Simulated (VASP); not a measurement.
TiO2 in VASP 6.6.1, single-point calculation

INCAR

```
SIGMA = 0.02
ENCUT = 520
LWAVE = .FALSE.
NELM = 120
PREC = Accurate
LCHARG = .FALSE.
MAGMOM = 0.5 0.5 0.5
EDIFF = 1E-7
ISMEAR = -1
ISIF = 2
LASPH = .TRUE.
NSW = 0
GGA = PE
IBRION = -1
ISPIN = 2
NBANDS = 19
LREAL = .FALSE.
```

KPOINTS

```
KPOINTS created by Atomic Simulation Environment
0
Gamma
10 10 10
0 0 0
```

POSCAR

```
Ti O
 1.0000000000000000
    -0.0159788484000000    2.3808484095000000    2.3808484095000000
     2.3808484095000000   -0.0159788484000000    2.3808484095000000
     2.3808484095000000    2.3808484095000000   -0.0159788484000000
 Ti  O
   1   2
Cartesian
 -0.0000000000000000 -0.0000000000000000 -0.0000000000000000
  1.1884001271130102  1.1884001271130102  1.1884001271130105
  3.5573178434869899  3.5573178434869899  3.5573178434869894
```

The recommended PBE PAW datasets give the neutral cell 24 valence electrons.

Command

```
mpirun -np 1 vasp_std
```

OSZICAR

```
N       E                     dE             d eps       ncg     rms          rms(c)
DAV:   1     0.247786975115E+03    0.24779E+03   -0.12611E+04  8816   0.148E+03
DAV:   2    -0.142037705849E+02   -0.26199E+03   -0.24740E+03  9575   0.414E+02
DAV:   3    -0.346648121591E+02   -0.20461E+02   -0.20250E+02 10211   0.120E+02
DAV:   4    -0.353314166094E+02   -0.66660E+00   -0.66499E+00 12433   0.198E+01
DAV:   5    -0.353437659828E+02   -0.12349E-01   -0.12346E-01 10219   0.250E+00    0.218E+01
DAV:   6    -0.265424841390E+02    0.88013E+01   -0.42144E+01 10618   0.764E+01    0.935E+00
DAV:   7    -0.262177569534E+02    0.32473E+00   -0.97977E+00 10354   0.282E+01    0.601E+00
DAV:   8    -0.260607032767E+02    0.15705E+00   -0.36015E-01 10124   0.612E+00    0.392E+00
DAV:   9    -0.261708895794E+02   -0.11019E+00   -0.18440E+00 10651   0.125E+01    0.370E+00
DAV:  10    -0.260161837634E+02    0.15471E+00   -0.58547E-01 10918   0.683E+00    0.118E+00
DAV:  11    -0.260079418223E+02    0.82419E-02   -0.23210E-02 10054   0.143E+00    0.792E-01
DAV:  12    -0.260023484787E+02    0.55933E-02   -0.16443E-02  9968   0.130E+00    0.170E-01
DAV:  13    -0.260023585776E+02   -0.10099E-04   -0.31467E-03 11657   0.454E-01    0.996E-02
DAV:  14    -0.260023169782E+02    0.41599E-04   -0.35640E-04  9860   0.219E-01    0.993E-02
DAV:  15    -0.260022487935E+02    0.68185E-04   -0.12818E-04  9823   0.793E-02    0.377E-02
DAV:  16    -0.260022374251E+02    0.11368E-04   -0.53723E-05  9731   0.513E-02    0.252E-02
DAV:  17    -0.260022319741E+02    0.54510E-05   -0.55465E-06 10065   0.247E-02    0.162E-02
DAV:  18    -0.260022284089E+02    0.35652E-05   -0.11964E-05  9266   0.353E-02    0.215E-03
DAV:  19    -0.260022284349E+02   -0.25980E-07   -0.69529E-07 10153   0.730E-03
   1 F= -.26002228E+02 E0= -.26002228E+02  d E =-.172319E-10  mag=    -0.0000
```

It converged. Results: pressure 9.6 GPa; magnetic moment of the cell 0.00 μB.

For comparison, a separate PBE run of the intended cell, on usual settings and not on those above, gives a gap of 1.14 eV on its mesh and a pressure of 9.6 GPa.

The run above took about 3.2 min on one core of a shared host (Intel Xeon Platinum 8488C) and held 0.24 GiB at most.
